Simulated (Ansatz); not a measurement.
# ZrB2: one crystal by all-electron and frozen-core methods, part 2 of 2

Does the method matter for ZrB2? The same cell, functional and mesh are run with LAPW, all electrons, PAW on the default files and datasets made for this crystal.

Ansatz 0.2.0; DFT PBE; a database cell (COD). «Crystal datasets» are all-electron PAW datasets made for this crystal. Earlier steps stand in the parts before.

### 4 Datasets made for this crystal

Input file input.yaml:

```yaml
crystal:
  lattice:
    - [3.1649998255, 0.0, 0.0]
    - [-1.5824999128, 2.7409702519, 0.0]
    - [0.0, 0.0, 3.52]
  atoms:
    - { symbol: Zr, position: [0.0, 0.0, 0.0] }
    - { symbol: B, position: [0.3333333333, 0.6666666667, 0.5] }
    - { symbol: B, position: [0.6666666667, 0.3333333333, 0.5] }
kpoints:
  mp_grid: { grid: [12, 12, 9] }
  band_path:
    path:
      - [0.0, 0.0, 0.0]
      - [0.5, 0.0, 0.0]
      - [0.3333333333, 0.3333333333, 0.0]
      - [0.0, 0.0, 0.0]
      - [0.0, 0.0, 0.5]
      - [0.5, 0.0, 0.5]
      - [0.3333333333, 0.3333333333, 0.5]
      - [0.0, 0.0, 0.5]
      - [0.5, 0.0, 0.5]
    npoints: 8
scf:
  occupations: { method: fermi_dirac, width: 0.05 }
hamiltonian:
  xc: pbe
  pseudopotentials: { kind: all_electron, datasets: crystal }
output:
  forces: true
  stress: true
  eigenvalues: true
  efg: { contact_densities: true }
```

On the command line:

```sh
ansatz run input.yaml --threads 1 --pin off --max-ram 6144MiB --backend cpu --events-out ev --progress --plain --runs-dir out
```

The log of the run:

```text
hamiltonian.pseudopotentials.datasets: crystal makes datasets for this crystal and solves the spheres of its atoms anew in each pass: cutoff 320.0 eV, the density's 1280.0 eV; for an error of 0.50 meV an atom under PBE, 1.5 meV for the cell; an energy difference from a run of another recipe may be off by several times the error for the cell, under r2SCAN by more, where some 0.1 meV an atom stays at smaller errors; B in spheres of 0.910 Å, 3 of its electrons in bands; Zr in spheres of 1.376 Å, 12 of its electrons in bands
Zr: output.efg is read without spin–orbit coupling, which moves field gradients at and beside such atoms by some per cent and up to a factor of two; PAW files take it under magnetization.noncollinear and magnetization.spin_orbit
Engine: ansatz 0.2.0
Pseudopotentials: kind: all_electron
Pseudopotential: Zr, paw, valence charge 12, recommended cutoff 320 eV (normal), Koelling and Harmon's equation, gaussian nucleus
Pseudopotential: B, paw, valence charge 3, recommended cutoff 320 eV (normal), Koelling and Harmon's equation, gaussian nucleus
Functional definition: PBE
  parameter kappa = 0.804
  parameter beta = 0.06672455060314922
  exchange = pbe_x(kappa = kappa, mu = beta*pi^2/3)
  correlation = pbe_c(beta = beta)
Crystal: 3 atoms, lattice volume = 30.537 Å³
Basis set: ecut = 320 eV, 389 PW (Γ), exchange–correlation on 40×40×48 points (8 copies of the dense FFT grid, shifted against one another)
Bands: 13, of which v1, the nominal top of the filled ones, is band 9 counted from 1 (8 counted from 0)
Symmetry: 24 space group operations
Space group: P6/mmm (ITA 191), of the structure as read, at distance tolerance 3.1e-5 Å
k-points: 95 of 1296
Non-local potential: Zr, projectors of the file, l = 0: 2, l = 1: 2, l = 2: 2
Non-local potential: B, projectors of the file, l = 0: 1, l = 1: 1
PAW form: soft (Blöchl's): semilocal exchange-correlation on the pseudo side does not see the compensation charge
PAW one-centre angular grid: Zr, 590 points (default); XC on its mesh's 1891 points in the sphere
PAW one-centre angular grid: B, 110 points (default); XC on its mesh's 1945 points in the sphere
Initial density: superposition of atomic densities (neutral atoms: chi_scale 0, normalization atom)
Initial wavefunctions: pseudopotential atomic-orbital guess
Functional: x = pbe(κ = 0.804, μ = 0.2195149727645171), c = pbe(β = 0.06672455060314922)
iter 1 solved again at ethr=2.01e-2 eV; its pass at ethr=1.00e-1 eV (dr2=3.62e0 eV) is discarded
SCF iter   1: F=—  HF=-99283.410387 eV  |F-HF|=—  |Δ(HF+E_count)|=         —  Δρ=8.15e-2  dr2=3.78e0  ethr=2.01e-2  ⟨swp⟩=2.0  Hψ=6666  notcnv=0
preconditioner: auto → none  [insulator: Δε(μ)=0.131 eV  Ē_g=17.101 eV  σ=0.050 eV  W_gap=0.56  n_scr=8 (ndim 8)  ℏωp=26.9 eV  f_vac=0.000  D(μ)=0.19/eV (n_scr^D=0)  ε∞_Penn≈3.5]
SCF iter   2: F=—  HF=-99282.627901 eV  |F-HF|=—  |Δ(HF+E_count)|=   7.82e-1  Δρ=3.25e-2  dr2=5.72e-1  ethr=2.01e-2  ⟨swp⟩=4.0  Hψ=3462  notcnv=0  defer=2
iter 3 solved again at ethr=2.04e-4 eV; its pass at ethr=3.18e-3 eV (dr2=3.67e-2 eV) is discarded
SCF iter   3: F=—  HF=-99282.517617 eV  |F-HF|=—  |Δ(HF+E_count)|=   1.10e-1  Δρ=1.20e-2  dr2=3.78e-2  ethr=2.04e-4  ⟨swp⟩=2.2  Hψ=6300  notcnv=0  defer=7
SCF iter   4: F=—  HF=-99282.544319 eV  |F-HF|=—  |Δ(HF+E_count)|=   2.67e-2  Δρ=3.36e-3  dr2=1.48e-3  ethr=2.04e-4  ⟨swp⟩=3.1  Hψ=3034  notcnv=0  defer=1
SCF iter   5: F=—  HF=-99282.548240 eV  |F-HF|=—  |Δ(HF+E_count)|=   3.92e-3  Δρ=6.83e-4  dr2=5.30e-5  ethr=8.20e-6  ⟨swp⟩=3.0  Hψ=2534  notcnv=0
SCF iter   6: F=—  HF=-99282.550263 eV  |F-HF|=—  |Δ(HF+E_count)|=   2.02e-3  Δρ=2.90e-4  dr2=7.84e-6  ethr=2.94e-7  ⟨swp⟩=3.0  Hψ=3464  notcnv=0
SCF iter   7: F=—  HF=-99282.550255 eV  |F-HF|=—  |Δ(HF+E_count)|=   7.36e-6  Δρ=7.15e-5  dr2=4.39e-7  ethr=4.36e-8  ⟨swp⟩=3.0  Hψ=2700  notcnv=0
SCF iter   8: F=-99282.550257 eV  HF=-99282.550257 eV  |F-HF|=3.73e-9  |Δ(HF+E_count)|=   1.25e-6  Δρ=9.55e-6  dr2=2.06e-8  ethr=2.44e-9  ⟨swp⟩=3.0  Hψ=2569  notcnv=0
SCF 1 converged in 8 iterations: F = -99282.550255 eV  dr2 = 2.06e-8
  Residual-converged pass: ⟨swp⟩=3.8  Hψ=2954  notcnv=0  max |occ|·‖R‖ = 6.4e-6 eV (tolerance 6.5e-6 eV)  dr2=2.01e-8  dr2_onsite=1.31e-8  max |Δocc| = 1.2e-9
NSCF: frozen V_eff on 65 k-points
SCF converged after 8 iterations
Free energy (F): -99282.550255 eV
Harris-Foulkes:  -99282.550255 eV  (|F-HF|=3.73e-9)
Internal energy: -99282.548329 eV  (E = F + TS)
E sigma→0 (E₀):  -99282.549292 eV
Entropy (-TS):   -0.001926 eV (-0.642 meV/atom)
Past the cutoff: the bands carry plane waves up to 1.75 times it, of which those up to 1.5 times it add -0.000440 eV an atom, each by itself; the spheres take 0.000160 eV an atom off the energy for waves past 1.75 times it
By the cutoff:   a pressure is off by up to 0.007 GPa (1.2 times the spheres' own share and the shells' term, over an atom's volume, and 0.004 GPa: a bound that held against runs at twice the plane waves)
Past the cutoffs: a stress includes 0.0018 GPa for waves and charges beyond them, in addition to the slope of what the spheres take
In the spheres:  the bands' charges fall short by 4.4e-7 e at most (sound up to 1e-3)
Fermi energy:    17.482928 eV
--- Per-component energies (eV) ---
  The terms above E_closure are by the made datasets' own strengths, without shells solved beside the bands.
--- Forces (eV/Å), atoms counted from 1 ---
  atom   1  Zr    -0.00000000     0.00000000     0.00000000
  atom   2  B     -0.00000000    -0.00000000     0.00000000
  atom   3  B      0.00000000     0.00000000     0.00000000
  max |Σ_I F_I| component: 1.85e-17 eV/Å
--- Stress (GPa, compression-positive) ---
        1.925806       0.000000       0.000000
        0.000000       1.925806       0.000000
        0.000000       0.000000       3.450589
  P = ⅓ Tr σ = 2.4341 GPa (24.341 kbar)
--- PAW observables at the nuclei: V_zz in 10²¹ V/m², potentials from the cell's mean, atoms counted from 1 ---
  atom   1  Zr V_zz =    +4.447930   η = 0.0000   by run symmetry: allowed
            electrostatic potential = -5930.285288 V   contact ρ = 490582.239135 e/Å³
  atom   2  B  V_zz =    +0.065864   η = 0.0000   by run symmetry: allowed
            electrostatic potential = -332.941727 V   contact ρ = 486.139942 e/Å³
  atom   3  B  V_zz =    +0.065864   η = 0.0000   by run symmetry: allowed
            electrostatic potential = -332.941727 V   contact ρ = 486.139942 e/Å³
--- Band table (eV; the first three rows and the last of 95) ---
  k-point 0: bands = ["-31.2006", "-9.3930", "-8.8341", "-8.8341", "4.6420", "14.7421", "14.7421", "14.8092", "15.0743", "20.8289", "20.8289"]
  k-point 1: bands = ["-31.1982", "-9.4390", "-8.8309", "-8.8309", "4.8265", "13.7408", "14.8590", "14.8590", "16.0874", "19.9832", "19.9832"]
  k-point 2: bands = ["-31.1922", "-9.5530", "-8.8230", "-8.8230", "5.3346", "12.5110", "15.2019", "15.2019", "17.2183", "18.9178", "18.9178"]
  k-point 94: bands = ["-31.0486", "-9.4797", "-9.4477", "-9.4477", "8.6495", "8.6495", "12.4004", "14.7206", "14.7206", "21.5155", "23.2294"]
```

Wall time 8.9 s (1 thread of Intel Xeon 6975P-C (Granite Rapids), shared host); peak memory 0.5 GiB.

Read from it: pressure 2.43 GPa; no gap; Vzz Zr1 4.45 (η = 0.00), B2 0.07 (η = 0.00) (10²¹ V/m²).

```csv
atom,contact density (e/Å³)
Zr1,490582.2
B2,486.1399
```

### 5 The methods compared

```
          method  pressure (GPa)  Vzz Zr1 (10²¹ V/m²)  Vzz B2 (10²¹ V/m²)  SCF cycles, all passes
            LAPW            2.43                    –                   –                       7
             PAW            2.40                 4.46                0.04                       6
crystal datasets            2.43                 4.45                0.07                       8
```

### 6 Results

What follows sums up all 2 parts.

| quantity | value |
| --- | --- |
| pressure | LAPW 2.43, PAW 2.40, crystal datasets 2.43 GPa |
| gap (LAPW) | none |
| Bader charges (PAW) | Zr1 +1.56, B2 -0.78 e |
| highest ELF (PAW) | 0.86, 0.91 Å from B |

In words: The pressure of 2.4 GPa pushes the cell to expand, with the atoms held in place. Bands cross the Fermi level: the crystal is a metal at this level. Within 0.3 eV of the Fermi level the largest projected share is Zr 4d (73 %). The projection holds only the free atom's occupied shells (Zr 5s, Zr 4p, Zr 4d, B 2s, B 2p in this range). The field gradient at Zr1, the largest by crystal datasets, is 4.46 by PAW and 4.45 by crystal datasets (10²¹ V/m²), within 5 %. No spin–orbit coupling: at heavy atoms the gradients can be off by tens of per cent for that reason. PAW lies -0.03 GPa from LAPW in pressure.
